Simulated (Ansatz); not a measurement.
**What a trial cell of In relaxes into**

Theory: DFT PBE, scalar-relativistic, plane waves, PAW in Ansatz. Cutoff 420 eV, Γ-centred k mesh, Gaussian smearing, no spin polarisation in the final step.

The start puts In on the sites of a reported P cell (P4/mmm, No. 123), at a guessed volume.

```yaml
crystal:
  lattice:
    - [3.10479, 0.00000, 0.00000]
    - [0.00000, 3.10479, 0.00000]
    - [0.00000, 0.00000, 3.18115]
  atoms:
    - { symbol: In, position: [0.00000, 0.00000, 0.00000] }
```

Cell and atoms relax at zero pressure; the relaxation can't lower the symmetry of the start.

Energies count from the standard state of In at the same level.

(1) What does it relax into?

(2) What are its volume, energy, density and gap?

## Answers

(1) It ends in Pm-3m (No. 221). The result has the simple cubic structure. Conventional cell: a = 3.090 Å. In is coordinated by 6 In at 3.09 Å.

```
In
1.0
     3.08999    0.00000    0.00000
     0.00000    3.08999    0.00000
     0.00000    0.00000    3.08999
In
1
Direct
  0.00000 0.00000 0.00000
```

(2) The volume per atom is 29.50 Å³, the density is 6.46 g/cm³ and the energy over the standard structure is 0.10 eV/atom. The gap on the 18×18×18 mesh is 0 eV (a metal).

The final run used a 18×18×18 mesh on its 1-atom cell and 0.10 eV smearing. The k mesh leaves about 4 meV/atom of noise in metals. A structure relaxed within its symmetry needn't be a true minimum. The steps took about 40 core-seconds in all.